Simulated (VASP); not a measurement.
# C2H2 in VASP: settings compared

The runs below take C2H2 through relaxation of the atoms, vibrations by finite differences, single point, with PBE+D3(BJ), PBE, RPBE, RPBE+D3(BJ).

All numbers are computed with VASP 6.6.1; they aren't measurements. Logs are shortened: lines on timing, memory, paths and dates and some standing lists are left out, and cuts for length are marked.

**1. The molecule as given**

The cell holds a molecule in a box, 4 atoms: a = 12.705 Å, b = 13.205 Å, c = 13.705 Å, α = 90.00°, β = 90.00°, γ = 90.00°.

**2. Relaxation of the atoms, PBE+D3(BJ)**

File INCAR:

```
SYSTEM = HC
PREC = Accurate ; ENCUT = 400
EDIFF = 1E-7 ; ISMEAR = 0
SIGMA = 0.01 ; LREAL = .False.
LASPH = .True. ; NELM = 100
ALGO = Normal ; ISIF = 2
LWAVE = .False. ; LCHARG = .False.
GGA = PE ; IVDW = 12
IBRION = 2 ; NSW = 120
EDIFFG = -0.03 ; ISYM = 0
```

File KPOINTS:

```
regular mesh
0
Gamma
  1 1 1
  0 0 0
```

File POSCAR:

```
HC
1.0
   12.7048579379      0.0000000000      0.0000000000
    0.0000000000     13.2048579379      0.0000000000
    0.0000000000      0.0000000000     13.7048579379
C H
2 2
Selective dynamics
Direct
    0.4685424883      0.5212602787      0.4723769897  F F F
    0.5314504167      0.4863147686      0.5276275906  T T T
    0.4132313085      0.5519877836      0.4237867930  T T T
    0.5867757864      0.4555831102      0.5762086266  T T T
```

Potentials or basis: VASP PAW PBE potentials, release 64 (C, H).

Launch:

```
$ cat potpaw_PBE.64/C/POTCAR potpaw_PBE.64/H/POTCAR > POTCAR
$ mpirun -np 1 vasp_gam > vasp.out
```

OUTCAR:

```text
SYSTEM = HC
   PREC = Accurate
   ENCUT = 400
   EDIFF = 1E-7
   ISMEAR = 0
   LREAL = .False.
   LASPH = .True.
   NELM = 100
   ISIF = 2
   GGA = PE
   IVDW = 12
   IBRION = 2
   NSW = 120
   EDIFFG = -0.03
   ISYM = 0
 IVDW          = 12

 ion  position               nearest neighbor table
   1  0.469  0.521  0.472-   3 1.05   2 1.19
   2  0.531  0.486  0.528-   4 1.05   1 1.19
   3  0.413  0.552  0.424-   1 1.05
   4  0.587  0.456  0.576-   2 1.05

IMPORTANT INFORMATION: All symmetrisations will be switched off!
NOSYMM: (Re-)initialisation of all symmetry stuff for point group C_1.

----------------------------------------------------------------------------------------

                                     Primitive cell

  volume of cell :    2299.2071

  direct lattice vectors                    reciprocal lattice vectors
    12.704857938  0.000000000  0.000000000     0.078710050  0.000000000  0.000000000
     0.000000000 13.204857938  0.000000000     0.000000000  0.075729705  0.000000000
     0.000000000  0.000000000 13.704857938     0.000000000  0.000000000  0.072966827

  length of vectors
    12.704857938 13.204857938 13.704857938     0.078710050  0.075729705  0.072966827

  position of ions in fractional coordinates (direct lattice)
     0.468542488  0.521260279  0.472376990
     0.531450417  0.486314769  0.527627591
     0.413231309  0.551987784  0.423786793
     0.586775786  0.455583110  0.576208627

  ion indices of the primitive-cell ions
   primitive index   ion index
                 1           1
                 2           2
                 3           3
                 4           4

----------------------------------------------------------------------------------------

 KPOINTS: regular mesh

Automatic generation of k-mesh.
 Grid dimensions read from file:
 generate k-points for:    1    1    1

 Generating k-lattice:

  Cartesian coordinates                     Fractional coordinates (reciprocal lattice)
     0.078710050  0.000000000  0.000000000     1.000000000  0.000000000  0.000000000
     0.000000000  0.075729705  0.000000000     0.000000000  1.000000000  0.000000000
     0.000000000  0.000000000  0.072966827     0.000000000  0.000000000  1.000000000

  Length of vectors
     0.078710050  0.075729705  0.072966827

  Shift w.r.t. Gamma in fractional coordinates (k-lattice)
     0.000000000  0.000000000  0.000000000

 Subroutine IBZKPT returns following result:
 ===========================================

 Found      1 irreducible k-points:

 Following reciprocal coordinates:
            Coordinates               Weight
  0.000000  0.000000  0.000000      1.000000
   k-points           NKPTS =      1   k-points in BZ     NKDIM =      1   number of bands    NBANDS=      9
   number of dos      NEDOS =    301   number of ions     NIONS =      4
   total plane-waves  NPLWV = 680400
   dimension x,y,z NGX =    84 NGY =   90 NGZ =   90
   dimension x,y,z NGXF=   168 NGYF=  180 NGZF=  180
   ions per type =               2   2
   NGX,Y,Z   is equivalent  to a cutoff of  10.99, 11.33, 10.92 a.u.
   NGXF,Y,Z  is equivalent  to a cutoff of  21.98, 22.66, 21.83 a.u.
 SYSTEM =  HC
   PREC   = accura    normal or accurate (medium, high low for compatibility)
   ISTART =      0    job   : 0-new  1-cont  2-samecut
   ICHARG =      2    charge: 1-file 2-atom 10-const
   ISPIN  =      1    spin polarized calculation?
   LNONCOLLINEAR =      F non collinear calculations
   LSORBIT =      F    spin-orbit coupling
   LASPH  =      T    aspherical Exc in radial PAW
   ENCUT  =  400.0 eV  29.40 Ry    5.42 a.u.  20.72 21.53 22.35*2*pi/ulx,y,z
   NELM   =    100;   NELMIN=  2; NELMDL= -5     # of ELM steps
   EDIFF  = 0.1E-06   stopping-criterion for ELM
   LREAL  =      F    real-space projection
   EDIFFG = -.3E-01   stopping-criterion for IOM
   NSW    =    120    number of steps for IOM
   IBRION =      2    ionic relax: 0-MD 1-quasi-New 2-CG
   NFREE  =      1    steps in history (QN), initial steepest desc. (CG)
   ISIF   =      2    stress and relaxation
   ISYM   =      0    0-nonsym 1-usesym 2-fastsym
   POTIM  = 0.5000    time-step for ionic-motion
   TEBEG  =    0.0;   TEEND  =   0.0 temperature during run
   PSTRESS=    0.0 pullay stress
   NELECT =      10.0000    total number of electrons
   NUPDOWN=      -1.0000    fix difference up-down
   EMIN   =  10.00;   EMAX   =-10.00  energy-range for DOS
   EFERMI =   0.00;   METHOD = LEGACY
   ISMEAR =     0;   SIGMA  =   0.01  broadening in eV -4-tet -1-fermi 0-gaus
   EFERMI_NEDOS =   21; number of points for ismear=-14 and -15
   IALGO  =     38    algorithm
   IMIX   =      4    mixing-type and parameters
     AMIX     =   0.40;   BMIX     =  1.00
     AMIX_MAG =   1.60;   BMIX_MAG =  1.00
  volume/ion in A,a.u.               =     574.80      3878.95
  Fermi-wavevector in a.u.,A,eV,Ry     =   0.267228  0.504988  0.971604  0.071411
  Thomas-Fermi vector in A             =   1.102288
   LORBIT       =      0    0 simple, 1 ext, 2 COOP (PROOUT), +10 PAW based schemes
   GGA     = PE    functional components
   LHFCALC =     F    Hartree Fock is set to
   AEXX    =    0.0000 exact exchange contribution
   IVDW    =    12    specifies the selected vdW correction
   LEPSILON=     F    determine dielectric tensor
   LRPA    =     F    only Hartree local field effects (RPA)
 conjugate gradient relaxation of ions
 non-spin polarized calculation
 Gauss-broadening in eV      SIGMA  =   0.01
  energy-cutoff  :      400.00
  volume of cell :     2299.21
 maximum number of plane-waves:     20906
 NGX is ok and might be reduce to    84
   NGX = 41   NGY = 43   NGZ = 45

--------------------------------------- Ionic step        1  -------------------------------------------

 number of electron      10.0000004 magnetization

 Free energy of the ion-electron system (eV)
  ---------------------------------------------------
  ext. energy  EPLUGINS =         0.00000000
  ---------------------------------------------------
  free energy    TOTEN  =       -22.93000078 eV

  energy without entropy =      -22.93000078  energy(sigma->0) =      -22.93000078

------------------------ aborting loop because EDIFF is reached ----------------------------------------

 Edisp (eV)   -0.03593

 E8    (eV) :    -0.0105

  FORCE on cell =-STRESS in cart. coord.  units (eV):
  Direction    XX          YY          ZZ          XY          YZ          ZX
  --------------------------------------------------------------------------------------
  -------------------------------------------------------------------------------------
  Total       1.11896     0.07773     0.96164    -0.90407    -0.85631     1.48353
  in kB       0.77974     0.05416     0.67011    -0.62999    -0.59671     1.03378
  external pressure =        0.50 kB  Pullay stress =        0.00 kB

 VOLUME and BASIS-vectors are now :
 -----------------------------------------------------------------------------
  energy-cutoff  :      400.00
  volume of cell :     2299.21
      direct lattice vectors                 reciprocal lattice vectors
    12.704857938  0.000000000  0.000000000     0.078710050  0.000000000  0.000000000
     0.000000000 13.204857938  0.000000000     0.000000000  0.075729705  0.000000000
     0.000000000  0.000000000 13.704857938     0.000000000  0.000000000  0.072966827
[... 211 lines left out ...]
 POSITION                                       TOTAL-FORCE (eV/Angst)
 -----------------------------------------------------------------------------------
      5.95277      6.88317      6.47386         0.062090     -0.035050      0.057505
      6.76137      6.41626      7.23999        -0.024344      0.013520     -0.022594
      5.23655      7.29672      5.79517        -0.021069      0.012304     -0.019728
      7.47872      6.00214      7.91945        -0.016677      0.009226     -0.015183
 -----------------------------------------------------------------------------------
    total drift:                                0.000219      0.000012      0.000005

  FREE ENERGIE OF THE ION-ELECTRON SYSTEM (eV)
  ---------------------------------------------------
  free  energy   TOTEN  =       -22.9922631290 eV

  energy  without entropy=      -22.9922631290  energy(sigma->0) =      -22.99226313

--------------------------------------- Ionic step        7  -------------------------------------------

 number of electron       9.9999998 magnetization

 Free energy of the ion-electron system (eV)
  ---------------------------------------------------
  ext. energy  EPLUGINS =         0.00000000
  ---------------------------------------------------
  free energy    TOTEN  =       -22.95650867 eV

  energy without entropy =      -22.95650867  energy(sigma->0) =      -22.95650867

 E-fermi :  -7.0207     XC(G=0):  -0.3822

 val. band max:       -7.1062820293   @ k =   0.0000   0.0000   0.0000
 cond. band min:      -0.3701140292   @ k =   0.0000   0.0000   0.0000
 fundamental gap:      6.7361680001
 Fermi energy:        -7.0206560997

 k-point     1 :       0.0000    0.0000    0.0000
  band No.  band energies     occupation
      1     -18.5315      2.00000
      2     -13.9462      2.00000
      3     -12.0777      2.00000
      4      -7.1065      2.00000
      5      -7.1063      2.00000
      6      -0.3701      0.00000
      7      -0.3650      0.00000
      8      -0.2615      0.00000
      9       0.1980      0.00000

------------------------ aborting loop because EDIFF is reached ----------------------------------------

 Edisp (eV)   -0.03579

 E8    (eV) :    -0.0105

  FORCE on cell =-STRESS in cart. coord.  units (eV):
  Direction    XX          YY          ZZ          XY          YZ          ZX
  --------------------------------------------------------------------------------------
  -------------------------------------------------------------------------------------
  Total      -0.41417    -0.43092    -0.41409    -0.01717    -0.01602     0.02813
  in kB      -0.28861    -0.30028    -0.28855    -0.01196    -0.01116     0.01960
  external pressure =       -0.29 kB  Pullay stress =        0.00 kB
[... 10 lines left out ...]
 POSITION                                       TOTAL-FORCE (eV/Angst)
 -----------------------------------------------------------------------------------
      5.95277      6.88317      6.47386         0.004212     -0.001624      0.002653
      6.76105      6.41644      7.23969        -0.007528      0.003791     -0.006639
      5.23590      7.29709      5.79456         0.003727     -0.002010      0.003767
      7.47797      6.00258      7.91873        -0.000411     -0.000157      0.000219
 -----------------------------------------------------------------------------------
    total drift:                                0.000248     -0.000007      0.000028

  FREE ENERGIE OF THE ION-ELECTRON SYSTEM (eV)
  ---------------------------------------------------
  free  energy   TOTEN  =       -22.9923005879 eV

  energy  without entropy=      -22.9923005879  energy(sigma->0) =      -22.99230059

 reached required accuracy - stopping structural energy minimisation
```

It took 6.6 min on 1 thread of Intel Xeon Platinum 8488C (Sapphire Rapids), shared host; peak memory 1.3 GiB.

What came out:

| Item | Value |
| --- | --- |
| Free energy | -22.9923 eV |
| Energy gained by relaxing | 6.6 meV/atom |
| Ionic steps | 7 |
| Gap between the frontier levels | 6.74 eV |
| Dispersion energy per atom | -0.009 eV |

The path:
```
step  energy change (eV)  largest force (eV/Å)  pressure (GPa)
   1              0.0000                0.8335            0.05
   2             -0.0083                1.7261           -0.08
   3             -0.0223                0.7427           -0.02
   4              0.0391                3.6492           -0.03
   5             -0.0257                0.3526           -0.02
   6             -0.0263                0.0916           -0.03
   7             -0.0264                0.0107           -0.03
```

Final structure:
```
C H
1.0
    12.70486    0.00000    0.00000
     0.00000   13.20486    0.00000
     0.00000    0.00000   13.70486
C H
2 2
Direct
  0.46854 0.52126 0.47238
  0.53216 0.48592 0.52826
  0.41212 0.55261 0.42281
  0.58859 0.45457 0.57780
```

Caveat: the cutoff is under 1.25 times the usual one of these potentials, so pressure, stress and relaxed cells hold a basis-set (Pulay) error; the standard files for N, O and F lose accuracy on very short bonds.

**3. Vibrations by finite differences, PBE+D3(BJ)**

File INCAR:

```
SYSTEM = HC
PREC     = Accurate       ! precision mode
ENCUT    = 400            ! plane-wave cutoff, eV
EDIFF    = 1E-7           ! SCF threshold, eV
ISMEAR   = 0              ! smearing method
SIGMA    = 0.01           ! smearing width, eV
LREAL    = .False.        ! projectors in reciprocal space
LASPH    = .True.         ! aspherical terms in the spheres
NELM     = 100            ! most SCF steps
ALGO     = Normal         ! electronic algorithm
ISIF     = 2              ! what is computed and relaxed
LWAVE    = .False.        ! write WAVECAR
LCHARG   = .False.        ! write CHGCAR
GGA      = PE             ! functional
IVDW     = 12             ! dispersion correction
IBRION   = 5              ! ionic algorithm
NFREE    = 2            
POTIM    = 0.015          ! step
NSW      = 1              ! ionic steps
ISYM     = 0
```

KPOINTS is that of step 2.

File POSCAR:

```
HC                                      
1.0
   12.7048579379      0.0000000000      0.0000000000
    0.0000000000     13.2048579379      0.0000000000
    0.0000000000      0.0000000000     13.7048579379
  C               H             
     2     2
Selective dynamics
Direct
0.4685424883000024  0.5212602786999980  0.4723769897000025  T T T
0.5321624887197322  0.4859154358207305  0.5282569204632399  T T T
0.4121181272075822  0.5526064286877093  0.4228106202030686  T T T
0.5885912378430521  0.4545733934182151  0.5778047841838502  T T T
```

Potentials or basis: VASP PAW PBE potentials, release 64 (C, H).

Launch:

```
$ cat potpaw_PBE.64/C/POTCAR potpaw_PBE.64/H/POTCAR > POTCAR
$ mpirun -np 1 vasp_gam > vasp.out
```

Wall time 25 min (1 thread of Intel Xeon Platinum 8488C (Sapphire Rapids), shared host); peak memory 1.3 GiB.

It converged, with:

```
Highest phonon frequency at Γ, LO-TO splitting left out : 3442 cm⁻¹
Most unstable mode                                      : 38i cm⁻¹
Dispersion energy per atom                              : -0.009 eV
```

Phonon frequencies in cm⁻¹ (negative: imaginary):
```tsv
q point	frequencies
(0.000, 0.000, 0.000)	-38 -2 0 4 19 604 607 733 735 2010 3344 3442
```

Caveat: the cutoff is under 1.25 times the usual one of these potentials, so pressure, stress and relaxed cells hold a basis-set (Pulay) error; some modes are imaginary; the standard files for N, O and F lose accuracy on very short bonds.

(Part 1 of 2 ends here.)
